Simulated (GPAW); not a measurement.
Runs of GPAW 26.7.0 on CsPbCl3. The structure is cubic, space group Pm-3m (No. 221). The conventional cell has a = 5.605 Å, b = 5.605 Å, c = 5.605 Å, α = 90.00°, β = 90.00°, γ = 90.00°. Pb (site symmetry m-3m) has 6 Cl at 2.80 Å as nearest neighbours. Cs (site symmetry m-3m) is surrounded by 12 Cl at 3.96 Å. Cl (site symmetry 4/mmm) is surrounded by 2 Pb at 2.80 Å. 

```tsv
task	level	potentials or basis	cutoff (eV)	maxiter	other keys	gap on the mesh (eV)	V0 of scaled cells (Å³/atom)	B0 (GPa)
equation of state	PBE+D4	GPAW PAW data sets (gpaw-data 1.2.1), pw	600	150	-	-	36.63	24
equation of state	PBEint	PAW data sets generated in the run's folder for this functional, pw	600	150	-	-	(b)	(a)
single point	TB-mBJ	GPAW PAW data sets for LDA (gpaw-data 1.2.1), pw	600	150	-	2.86	-	-
single point	PBE	GPAW PAW data sets (gpaw-data 1.2.1), pw	700	75	several, not listed	1.86	-	-
```

Alike in all rows: no spin polarisation; cell as given; k mesh 4 × 4 × 4; smearing fermi-dirac 0.05 eV.

Task: Fill in the values left out.

Result: (a) 23; (b) 36.66.

Caveats: spin-orbit coupling is left out, which as a rule narrows the gap of such compounds by several tenths of an eV (some runs); a model potential gives levels but no total energy (some runs); the PAW data sets were made with another functional, which shifts forces and pressure a little (some runs).

A k mesh can miss the band edges, and the runs leave out spin-orbit coupling on Cs, Pb.
